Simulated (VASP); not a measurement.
GaP:

```xyz
16
Lattice="0.0000 5.4505 5.4505 5.4505 0.0000 5.4505 5.4505 5.4505 0.0000" Properties=species:S:1:pos:R:3 pbc="T T T"
Ga    0.0000    0.0000    0.0000
Ga    2.7252    2.7252    0.0000
Ga    2.7252    0.0000    2.7252
Ga    5.4505    2.7252    2.7252
Ga    0.0000    2.7252    2.7252
Ga    2.7252    5.4505    2.7252
Ga    2.7252    2.7252    5.4505
Ga    5.4505    5.4505    5.4505
P     1.3626    1.3626    1.3626
P     4.0879    4.0879    1.3626
P     4.0879    1.3626    4.0879
P     6.8131    4.0879    4.0879
P     1.3626    4.0879    4.0879
P     4.0879    6.8131    4.0879
P     4.0879    4.0879    6.8131
P     6.8131    6.8131    6.8131
```

```yaml
Program: VASP 6.6.1
Task: phonon dispersion
Functional: PBE
Potentials_or_basis: VASP PAW PBE potentials, release 64 (Ga_d, P)
Cutoff: 520 eV
k_mesh: 3 × 3 × 3
Occupations: gaussian, width 0.03 eV
Spin: no spin polarisation
Long-range_dipole_term: yes
Supercell_matrix: "[2, 0, 0, 0, 2, 0, 0, 0, 2]"
Further_INCAR_settings: LREAL = Auto; ALGO = Normal; EDIFF = 1e-07; IBRION = 6; POTIM = 0.015; NSW = 1
```

Is this structure dynamically stable at this level, and how far does the spectrum reach?

Yes, as far as this q mesh shows: no mode on the path is imaginary. The highest frequency is 390 cm⁻¹.

Phonon frequencies at the corners of the path (cm⁻¹, interpolated; i marks imaginary ones):
```
point              frequencies
    Γ        0 0 0 357 357 390
    X  100 100 249 355 355 361
    W  119 150 219 340 359 369
    K   95 150 226 344 355 369
    L    78 78 231 355 355 365
    U   95 150 226 344 355 369
```

A q mesh this small can miss soft modes between its points.
